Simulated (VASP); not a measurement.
**Lattice vibrations of Th2N3**

How does the lattice of Th2N3 vibrate? The start is a cell from a database of measured crystal structures.

Calculated with VASP 6.6.1; PBEsol; plane waves and PAW (Th, N).

### 1. The structure

The structure is trigonal, space group P-3m1 (No. 164). The conventional cell has a = 3.885 Å, b = 3.885 Å, c = 6.185 Å, α = 90.00°, β = 90.00°, γ = 120.00°. Th has 7 N at 2.34 to 2.70 Å nearest. Nearest to N lie 6 Th at 2.70 Å. N has 4 Th at 2.34 to 2.52 Å nearest. Farther neighbours and most contacts between anions are not listed.

Coordinates:

```xyz
5
Lattice="3.8855 0.0000 0.0000 -1.9427 3.3649 0.0000 0.0000 0.0000 6.1846" Properties=species:S:1:pos:R:3 pbc="T T T"
Th    0.0000    2.2433    1.4947
Th    1.9428    1.1216    4.6899
N     0.0000    0.0000    0.0000
N     0.0000    2.2433    4.0183
N     1.9428    1.1216    2.1663
```

### 2. Relax the host

The cell keeps its measured volume, while shape and atoms relax.

The input, INCAR:

```
SYSTEM = Th2N3
PREC = Accurate
ENCUT = 520
EDIFF = 1E-06
NELM = 120
ISMEAR = 0
SIGMA = 0.05
LREAL = .FALSE.
ALGO = Normal
GGA = PS
NBANDS = 25
LASPH = .TRUE.
LORBIT = 11
LWAVE = .FALSE.
LCHARG = .FALSE.
KPAR = 2
NCORE = 4
IBRION = 2
NSW = 40
ISIF = 4
EDIFFG = -0.02
POTIM = 0.4
```

The input, POSCAR:

```
Th2N3
1.0
    3.8855000000      0.0000000000      0.0000000000
   -1.9427500000      3.3649417064      0.0000000000
    0.0000000000      0.0000000000      6.1846000000
Th N
2 3
Direct
    0.3333333333      0.6666666667      0.2416800000
    0.6666666667      0.3333333333      0.7583200000
    0.0000000000      0.0000000000      0.0000000000
    0.3333333333      0.6666666667      0.6497300000
    0.6666666667      0.3333333333      0.3502700000
```

The input, KPOINTS:

```
Automatic mesh
0
Gamma
6 6 3
0 0 0
```

The projector-augmented-wave data sets are Th and N (PBE family, release 64).

The run is started by

```sh
> mpirun -np 8 vasp_std
```

Log:

```text
[banner, memory and clock lines left out]
running    8 mpi-ranks, on    1 nodes
 distrk:  each k-point on    4 cores,    2 groups
 distr:  one band on    4 cores,    1 groups

 POSCAR found type information on POSCAR ThN
 POSCAR found :  2 types and       5 ions
|                                                                             |
|               ----> ADVICE to this user running VASP <----                  |
|                                                                             |
|     You enforced a specific xc type in the INCAR file but a different       |
|     [... a line on the potential file left out ...]
|     I HOPE YOU KNOW WHAT YOU ARE DOING!                                     |
|                                                                             |

 LDA part: xc-table for (Slater+PW92), standard interpolation
 POSCAR, INCAR and KPOINTS ok, starting setup
 FFT: planning ... GRIDC
 FFT: planning ... GRID_SOFT
 FFT: planning ... GRID
 WAVECAR not read
 entering main loop
       N       E                     dE             d eps       ncg     rms          rms(c)
DAV:   1     0.429450663166E+03    0.42945E+03   -0.16916E+04   850   0.150E+03
DAV:   2     0.376846689961E+02   -0.39177E+03   -0.38610E+03  1010   0.386E+02
DAV:   3    -0.524559689689E+02   -0.90141E+02   -0.89567E+02  1364   0.151E+02
DAV:   4    -0.575086721539E+02   -0.50527E+01   -0.50013E+01  1212   0.422E+01
DAV:   5    -0.577229877142E+02   -0.21432E+00   -0.21373E+00  1492   0.768E+00    0.528E+01
DAV:   6    -0.491531694814E+02    0.85698E+01   -0.62224E+01  1110   0.403E+01    0.440E+01
DAV:   7    -0.492805942459E+02   -0.12742E+00   -0.93309E+00  1268   0.201E+01    0.350E+01
DAV:   8    -0.501203062554E+02   -0.83971E+00   -0.11552E+01  1316   0.148E+01    0.139E+01
DAV:   9    -0.491483383251E+02    0.97197E+00   -0.55324E+00  1170   0.117E+01    0.242E+00
DAV:  10    -0.491663215798E+02   -0.17983E-01   -0.47297E-01  1076   0.387E+00    0.206E+00
DAV:  11    -0.491639252870E+02    0.23963E-02   -0.25381E-02  1460   0.896E-01    0.148E+00
DAV:  12    -0.491625186770E+02    0.14066E-02   -0.20402E-02  1250   0.749E-01    0.941E-01
DAV:  13    -0.491601918400E+02    0.23268E-02   -0.14217E-02  1332   0.594E-01    0.263E-01
DAV:  14    -0.491601913999E+02    0.44006E-06   -0.15419E-03  1068   0.237E-01    0.111E-01
DAV:  15    -0.491601525507E+02    0.38849E-04   -0.24328E-04  1516   0.950E-02    0.100E-01
DAV:  16    -0.491601363859E+02    0.16165E-04   -0.41737E-04  1076   0.102E-01    0.106E-01
DAV:  17    -0.491601180911E+02    0.18295E-04   -0.10553E-04  1164   0.609E-02    0.800E-03
DAV:  18    -0.491601196508E+02   -0.15597E-05   -0.18101E-05  1028   0.216E-02    0.150E-02
DAV:  19    -0.491601185244E+02    0.11264E-05   -0.37381E-06   844   0.115E-02    0.423E-03
DAV:  20    -0.491601185468E+02   -0.22398E-07   -0.97205E-07   572   0.581E-03
   1 F= -.49160119E+02 E0= -.49155912E+02  d E =-.491601E+02
 curvature:   0.00 expect dE= 0.000E+00 dE for cont linesearch  0.000E+00
 trial: gam= 0.00000 g(F)=  0.499E-01 g(S)=  0.208E-01 ort = 0.000E+00 (trialstep = 0.100E+01)
 search vector abs. value=  0.706E-01
 bond charge predicted
       N       E                     dE             d eps       ncg     rms          rms(c)
DAV:   1    -0.492306630088E+02   -0.70544E-01   -0.80916E+00   850   0.181E+01    0.184E+00
DAV:   2    -0.492244521486E+02    0.62109E-02   -0.57572E-01  1000   0.562E+00    0.143E+00
DAV:   3    -0.492170023552E+02    0.74498E-02   -0.10210E-01  1354   0.184E+00    0.855E-01
DAV:   4    -0.492095493919E+02    0.74530E-02   -0.31605E-02  1196   0.105E+00    0.262E-01
DAV:   5    -0.492098500047E+02   -0.30061E-03   -0.45064E-03  1228   0.425E-01    0.168E-01
DAV:   6    -0.492098550056E+02   -0.50009E-05   -0.43494E-04  1388   0.112E-01    0.132E-01
DAV:   7    -0.492098516403E+02    0.33653E-05   -0.14634E-04  1356   0.693E-02    0.195E-02
DAV:   8    -0.492098521678E+02   -0.52741E-06   -0.15726E-05  1300   0.231E-02    0.179E-02
DAV:   9    -0.492098512876E+02    0.88013E-06   -0.86755E-06   940   0.139E-02
   2 F= -.49209851E+02 E0= -.49206333E+02  d E =-.497327E-01
[...]
3 F= -.49218134E+02 E0= -.49215032E+02  d E =-.580158E-01
[...]
4 F= -.49224138E+02 E0= -.49221268E+02  d E =-.600361E-02
[...]
5 F= -.49224400E+02 E0= -.49221577E+02  d E =-.626536E-02
[...]
6 F= -.49225715E+02 E0= -.49222840E+02  d E =-.131568E-02
[...]
7 F= -.49226239E+02 E0= -.49223202E+02  d E =-.183927E-02
[...]
8 F= -.49226256E+02 E0= -.49223248E+02  d E =-.185630E-02
 curvature:  -1.33 expect dE=-0.691E-03 dE for cont linesearch -0.198E-06
 trial: gam= 0.36178 g(F)=  0.518E-03 g(S)=  0.728E-06 ort =-0.150E-04 (trialstep = 0.146E+01)
 search vector abs. value=  0.707E-03
 bond charge predicted
       N       E                     dE             d eps       ncg     rms          rms(c)
DAV:   1    -0.492264816378E+02   -0.22497E-03   -0.15265E-01   858   0.264E+00    0.323E-01
DAV:   2    -0.492267093033E+02   -0.22767E-03   -0.92284E-03  1098   0.728E-01    0.126E-01
DAV:   3    -0.492266666464E+02    0.42657E-04   -0.82781E-04  1358   0.180E-01    0.867E-02
DAV:   4    -0.492266369599E+02    0.29687E-04   -0.32437E-04  1299   0.920E-02    0.614E-02
DAV:   5    -0.492266260381E+02    0.10922E-04   -0.78647E-05  1250   0.534E-02    0.150E-02
DAV:   6    -0.492266263867E+02   -0.34852E-06   -0.60520E-06  1072   0.172E-02
   9 F= -.49226626E+02 E0= -.49223625E+02  d E =-.370378E-03
 trial-energy change:   -0.000370  1 .order   -0.000362   -0.000749    0.000025
 step:   1.4135(harm=  1.4108)  dis= 0.00390  next Energy=   -49.226627 (dE=-0.371E-03)
 reached required accuracy - stopping structural energy minimisation
```

Run time: 2.2 min. Hardware: 8 MPI ranks of AMD EPYC 7R13 (Zen 3), shared host; peak memory 1.1 GiB; 17 min of CPU time.

The logs omit lines about the potential files and the build; timing stands in the text.

From OUTCAR (step 2):

```text
ion  position               nearest neighbor table
   1  0.333  0.667  0.242-   5 2.34   5 2.34   5 2.34   4 2.52   3 2.70   3 2.70   3 2.70   2 3.74
                             2 3.74   2 3.74
   2  0.667  0.333  0.758-   4 2.34   4 2.34   4 2.34   5 2.52   3 2.70   3 2.70   3 2.70   1 3.74
                             1 3.74   1 3.74
   3  0.000  0.000  0.000-   1 2.70   2 2.70   1 2.70   2 2.70   2 2.70   1 2.70
   4  0.333  0.667  0.650-   2 2.34   2 2.34   2 2.34   1 2.52
   5  0.667  0.333  0.350-   1 2.34   1 2.34   1 2.34   2 2.52

  LATTYP: Found a hexagonal cell.
 ALAT       =     3.8855000000
 C/A-ratio  =     1.5917127783

 Subroutine GETGRP returns: Found 12 space group operations
 (whereof 12 operations were pure point group operations)

The static configuration has the point symmetry D_3d.

 Found     17 irreducible k-points:

   k-points           NKPTS =     17   k-points in BZ     NKDIM =     17   number of bands    NBANDS=     25

   dimension x,y,z NGX =    30 NGY =   30 NGZ =   48
   dimension x,y,z NGXF=    60 NGYF=   60 NGZF=   96

   ENCUT  =  520.0 eV  38.22 Ry    6.18 a.u.   7.22  7.22 11.50*2*pi/ulx,y,z

   NELECT =      39.0000    total number of electrons

 k-points in reciprocal lattice and weights: Automatic mesh
   0.00000000  0.00000000  0.00000000       0.009
   0.16666667  0.00000000  0.00000000       0.056
   0.33333333  0.00000000  0.00000000       0.056
   0.50000000  0.00000000  0.00000000       0.028
   0.16666667  0.16666667  0.00000000       0.056
   0.33333333  0.16666667  0.00000000       0.111
   0.33333333  0.33333333  0.00000000       0.019
   0.00000000  0.00000000  0.33333333       0.019
   0.16666667  0.00000000  0.33333333       0.056
[...]
-0.16666667  0.50000000  0.33333333       0.111
   0.33333333  0.33333333  0.33333333       0.037

 average (electrostatic) potential at core
       1 -56.7666       2 -56.7666       3 -60.9248       4 -61.0227       5 -61.0227

 E-fermi :   5.8801

 k-point     1 :       0.0000    0.0000    0.0000
  band No.  band energies     occupation
    ...
     16       3.4916      2.00000
     17       3.5499      2.00000
     18       5.2951      2.00000
     19       5.2951      2.00000
     20       5.8706      1.21229
     21       8.6384      0.00000
     22       8.9913      0.00000
     23       8.9913      0.00000
     24      10.2515      0.00000
     25      10.6448      0.00000

 k-point     2 :       0.1667    0.0000    0.0000
  band No.  band energies     occupation
    ...
     16       3.6337      2.00000
     17       4.4725      2.00000
     18       4.8231      2.00000
     19       5.3245      2.00000
     20       5.7035      2.00000
     21       8.8124      0.00000
     22       9.1750      0.00000
     23       9.3319      0.00000
     24      10.3649      0.00000
     25      10.4845      0.00000

 k-point     3 :       0.3333    0.0000    0.0000
  band No.  band energies     occupation
    ...
     16       4.5403      2.00000
     17       4.6223      2.00000
     18       5.0476      2.00000
     19       5.5671      2.00000
     20       5.6604      2.00000
     21       8.5181      0.00000
     22       9.3322      0.00000
     23      10.0083      0.00000
     24      10.2933      0.00000
     25      10.5555      0.00000

  Total       -1.7559610     -1.7559610     -1.8263978      0.0000000     -0.0000000      0.0000000
  in kB      -34.7928003    -34.7928003    -36.1884423      0.0000000     -0.0000000      0.0000000
  external PRESSURE =     -35.2580143 kB  Pullay stress =       0.0000000 kB

  energy-cutoff  :      520.00
  volume of cell :       80.86
      direct lattice vectors                 reciprocal lattice vectors
     3.913260496  0.000000000  0.000000000     0.255541383  0.147536886  0.000000000
    -1.956630248  3.388983001 -0.000000000    -0.000000000  0.295073773 -0.000000000
    -0.000000000  0.000000000  6.097164679    -0.000000000  0.000000000  0.164010659

 POSITION                                       TOTAL-FORCE (eV/Angst)
 -----------------------------------------------------------------------------------
     -0.00000      2.25932      1.51649         0.000000     -0.000000     -0.004124
      1.95663      1.12966      4.58067        -0.000000      0.000000      0.004124
      0.00000      0.00000      0.00000         0.000000     -0.000000      0.000000
     -0.00000      2.25932      3.91463         0.000000     -0.000000     -0.018217
      1.95663      1.12966      2.18254        -0.000000      0.000000      0.018217
 -----------------------------------------------------------------------------------
    total drift:                               -0.000000      0.000000      0.000000

  FREE ENERGIE OF THE ION-ELECTRON SYSTEM (eV)
  ---------------------------------------------------
  free  energy   TOTEN  =       -49.2266263867 eV

  energy  without entropy=      -49.2206241486  energy(sigma->0) =      -49.22362527

 reached required accuracy - stopping structural energy minimisation

 total charge
# of ion       s       p       d       f       tot
--------------------------------------------------
    1        2.123   5.872   1.045   0.560   9.600
    2        2.123   5.872   1.045   0.560   9.600
    3        1.258   2.289   0.000   0.000   3.547
    4        1.277   2.414   0.000   0.000   3.691
    5        1.277   2.414   0.000   0.000   3.691
--------------------------------------------------
tot          8.058  18.861   2.091   1.120  30.130

[... 3 further parts left out ...]
```

CONTCAR:

```
Th2N3
   1.00000000000000
     3.9132604962283115    0.0000000000000000    0.0000000000000000
    -1.9566302481141558    3.3889830013562703   -0.0000000000000000
    -0.0000000000000000    0.0000000000000000    6.0971646794227619
  Th              N
     2     3
Direct
     0.3333333332999970    0.6666666667000030    0.2487206383959049
     0.6666666667000030    0.3333333332999970    0.7512793616040950
     0.0000000000000000    0.0000000000000000    0.0000000000000000
     0.3333333332999970    0.6666666667000030    0.6420405948074247
     0.6666666667000030    0.3333333332999970    0.3579594051925752
```

This run has no spin polarisation. Its electron count is odd, so without a moment it is a metal by construction. The k-mesh is coarse for a metal. The PAW data sets were made with PBE, which is usual practice but a small mismatch for other functionals. The run keeps the 12 symmetry operations of its start, so it cannot find a distortion of lower symmetry.

Relaxation path:

| step | energy less that of the first step (eV) | largest force (eV/Å) | pressure (GPa) | volume (Å³) |
| --- | --- | --- | --- | --- |
| 1 | 0.0000 | 0.7449 | -4.01 | 80.86 |
| 2 | -0.0497 | 0.3057 | -3.71 | 80.86 |
| 3 | -0.0580 | 0.2731 | -3.39 | 80.86 |
| 4 | -0.0640 | 0.1020 | -3.71 | 80.86 |
| 5 | -0.0643 | 0.0563 | -3.79 | 80.86 |
| 6 | -0.0656 | 0.0383 | -3.76 | 80.86 |
| 7 | -0.0661 | 0.0878 | -3.71 | 80.86 |
| 8 | -0.0661 | 0.0802 | -3.72 | 80.86 |
| 9 | -0.0665 | 0.0182 | -3.53 | 80.86 |

| conventional cell, symmetrised | before | after | change |
| --- | --- | --- | --- |
| a (Å) | 3.885 | 3.913 | +0.7 % |
| b (Å) | 3.885 | 3.913 | +0.7 % |
| c (Å) | 6.185 | 6.097 | -1.4 % |
| volume (Å³/atom) | 16.17 | 16.17 | +0.0 % |

The atoms that moved most (Å, as changes of fractional coordinates times the final cell):

| atom | dx | dy | dz | length |
| --- | --- | --- | --- | --- |
| N4 | 0.000 | 0.000 | -0.047 | 0.047 |
| N5 | 0.000 | 0.000 | 0.047 | 0.047 |
| Th2 | 0.000 | 0.000 | -0.043 | 0.043 |
| Th1 | 0.000 | 0.000 | 0.043 | 0.043 |

Final coordinates:

```xyz
5
Lattice="3.9133 0.0000 0.0000 -1.9566 3.3890 0.0000 0.0000 0.0000 6.0972" Properties=species:S:1:pos:R:3 pbc="T T T"
Th    0.0000    2.2593    1.5165
Th    1.9566    1.1297    4.5807
N     0.0000    0.0000    0.0000
N     0.0000    2.2593    3.9146
N     1.9566    1.1297    2.1825
```

Numbers from this step:

* electronic cycles: 76
* electrons: 39
* free energy (TOTEN): -49.23 eV
* energy at zero smearing: -49.22 eV
* Fermi energy: 5.880 eV
* pressure: -3.526 GPa
* labelled metallic, from the levels on this mesh: yes

The run ended after 9 ionic steps, 0.067 eV below its first step, once the forces on the free atoms met EDIFFG = -0.02.

(Part 1 of 3 ends here.)

[Lines on the potential files, build, host, timing and source positions are cut from VASP's logs without a mark.]

[Logs are printed without paths, hosts, clocks, repeated set-up lines and the standing remarks that a program may print on its own settings, such as how far it seeks lower states.]

[Hosts, paths, dates, database ids (printed as entryN), source tags and the programs' standing remarks are cut or masked in the printed files.]

[Runs that stopped without an error message from VASP are left out.]
